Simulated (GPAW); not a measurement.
A run of GPAW 26.7.0:

Contents of run.py:

```python
from ase.eos import EquationOfState
from ase.io import Trajectory, read
from ase.units import GPa
from gpaw import GPAW, PW

atoms = read('CdS.cif')

traj = Trajectory('eos.traj', 'w')
volumes, energies = [], []
for x in [0.94, 0.96, 0.98, 1.0, 1.02, 1.04, 1.06]:
    a = atoms.copy()
    a.set_cell(atoms.cell * x**(1 / 3), scale_atoms=True)
    calc = GPAW(mode=PW(600),
                xc={'name': 'optB88-vdW', 'backend': 'libvdwxc'},
                kpts={'size': (5, 5, 3), 'gamma': True},
                occupations={'name': 'fermi-dirac', 'width': 0.05},
                nbands=31,
                convergence={'density': 1e-05, 'energy': 1e-05},
                maxiter=150,
                legacy_gpaw=True,
                txt=f'eos-{x:.2f}.txt')
    a.calc = calc
    energies.append(a.get_potential_energy(force_consistent=True))
    volumes.append(a.get_volume())
    calc.write(f'eos-{x:.2f}.gpw')
    traj.write(a)
    print(f'{x:.2f} {volumes[-1]:10.4f} A^3 {energies[-1]:14.6f} eV', flush=True)

v0, e0, B = EquationOfState(volumes, energies, eos='birchmurnaghan').fit()
print(f'V0 = {v0:.4f} A^3, E0 = {e0:.6f} eV, B0 = {B / GPa:.2f} GPa')
```

CdS.cif

```cif
data_CdS
_cell_length_a 4.15000000
_cell_length_b 4.15000000
_cell_length_c 6.73700000
_cell_angle_alpha 90.00000000
_cell_angle_beta 90.00000000
_cell_angle_gamma 120.00000000
_space_group_name_H-M_alt 'P1'
_space_group_name_Hall 'P 1'
_space_group_IT_number 1
loop_
_space_group_symop_operation_xyz
'x,y,z'
loop_
_atom_site_label
_atom_site_type_symbol
_atom_site_symmetry_multiplicity
_atom_site_Wyckoff_symbol
_atom_site_fract_x
_atom_site_fract_y
_atom_site_fract_z
_atom_site_occupancy
Cd1 Cd 1 a 0.6666666667 0.3333333333 0.5000000000 1
Cd2 Cd 1 a 0.3333333333 0.6666666667 0.0000000000 1
S1 S 1 a 0.6666666667 0.3333333333 0.8750000000 1
S2 S 1 a 0.3333333333 0.6666666667 0.3750000000 1
```

Potentials or basis: GPAW PAW data sets (gpaw-data 1.2.1), pw.

The run is started by

```sh
$ OMP_NUM_THREADS=1 python run.py
```

Hardware: 1 thread of Arm Neoverse N1, with other jobs on the host.

Estimate the wall time of this run.

Run time: 4.2 min on 1 thread of Arm Neoverse N1, on a shared host, peak memory 0.26 GiB. Counts: scf iterations 77.
